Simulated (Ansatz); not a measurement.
**Mn, alpha-Mn (A12): geometry optimisation**

These are results of Ansatz, DFT, r2SCAN, plane waves (500 eV) with PAW, scalar-relativistic, not measurements. (PAW data from PBE, frozen cores regenerated.)

k-point mesh 3×3×3, Fermi-Dirac smearing 0.05 eV, starting moments 3.00, 2.50 ×4, -0.80 ×12, -0.40 ×12 μB. Cell and atoms relax.

Starting structure:

```yaml
crystal:
  lattice:
    - [-4.4, 4.4, 4.4]
    - [4.4, -4.4, 4.4]
    - [4.4, 4.4, -4.4]
  atoms:
    - { symbol: Mn, position: [0.366, 1.0, 1.0], spin: 2.5 }
    - { symbol: Mn, position: [0.609, 0.323, 0.0], spin: -0.8 }
    - { symbol: Mn, position: [0.609, 0.0, 0.323], spin: -0.8 }
    - { symbol: Mn, position: [0.811, 0.633, 1.0], spin: -0.4 }
    - { symbol: Mn, position: [0.811, 0.0, 0.633], spin: -0.4 }
    - { symbol: Mn, position: [0.822, 0.189, 0.189], spin: -0.4 }
    - { symbol: Mn, position: [0.0, 0.366, 0.0], spin: 2.5 }
    - { symbol: Mn, position: [0.323, 0.609, 0.0], spin: -0.8 }
    - { symbol: Mn, position: [0.0, 0.609, 0.323], spin: -0.8 }
    - { symbol: Mn, position: [0.633, 0.811, 0.0], spin: -0.4 }
    - { symbol: Mn, position: [1.0, 0.811, 0.633], spin: -0.4 }
    - { symbol: Mn, position: [0.189, 0.822, 0.189], spin: -0.4 }
    - { symbol: Mn, position: [0.0, 0.0, 0.366], spin: 2.5 }
    - { symbol: Mn, position: [0.0, 0.323, 0.609], spin: -0.8 }
    - { symbol: Mn, position: [0.323, 0.0, 0.609], spin: -0.8 }
    - { symbol: Mn, position: [0.0, 0.633, 0.811], spin: -0.4 }
    - { symbol: Mn, position: [0.633, 1.0, 0.811], spin: -0.4 }
    - { symbol: Mn, position: [0.189, 0.189, 0.822], spin: -0.4 }
    - { symbol: Mn, position: [0.0, 0.0, 0.0], spin: 3.0 }
    - { symbol: Mn, position: [0.634, 0.634, 0.634], spin: 2.5 }
    - { symbol: Mn, position: [0.391, 0.391, 0.714], spin: -0.8 }
    - { symbol: Mn, position: [0.714, 0.391, 0.391], spin: -0.8 }
    - { symbol: Mn, position: [0.391, 0.714, 0.391], spin: -0.8 }
    - { symbol: Mn, position: [0.677, 0.677, 0.286], spin: -0.8 }
    - { symbol: Mn, position: [0.286, 0.677, 0.677], spin: -0.8 }
    - { symbol: Mn, position: [0.677, 0.286, 0.677], spin: -0.8 }
    - { symbol: Mn, position: [0.367, 0.367, 0.178], spin: -0.4 }
    - { symbol: Mn, position: [0.178, 0.367, 0.367], spin: -0.4 }
    - { symbol: Mn, position: [0.367, 0.178, 0.367], spin: -0.4 }
hamiltonian:
  xc: r2scan
  pseudopotentials:
    kind: paw
    azcp:
      Mn: "pseudopotentials/Mn.paw.azcp"
basis:
  ecutwfc: 500
  fft_grid_basis: typed
kpoints:
  mp_grid: { grid: [3, 3, 3], shift: [0, 0, 0] }
magnetization:
  spin_polarized: true
scf:
  occupations: { method: fermi_dirac, width: 0.05 }
relax:
  max_steps: 60
  f_tol: 0.02
  cell: {}
```

What cell does the relaxation end in?

I-43m (spin ignored) with a = 9.080 Å; 12.91 Å³ per atom against 11.75 at the start (9.8 %).

How much energy does the relaxation gain?

40.9 meV per atom.

Path of the relaxation (the plane waves are chosen anew near the end, which can shift the energy a little):

```
step  E − E(final) (meV/atom)  V (Å³/atom)  P (GPa)  max force (eV/Å)
   0                    40.88       11.750    10.58             0.463
   1                    16.45       12.178     5.82             0.254
   2                     8.84       12.899     0.38             0.395
   3                     1.02       12.865     0.21             0.039
   4                     0.97       12.891     0.01             0.014
   5                     0.03       12.891     0.09             0.015
   6                     0.02       12.905     0.00             0.004
   7                     0.00       12.905     0.00             0.004
```

Which magnetic state does it end in?

ferrimagnetic, largest moment 3.67 μB in the atomic sphere; moments 3.67, 3.54 ×4, -3.28 ×12, 2.12 ×12 μB.
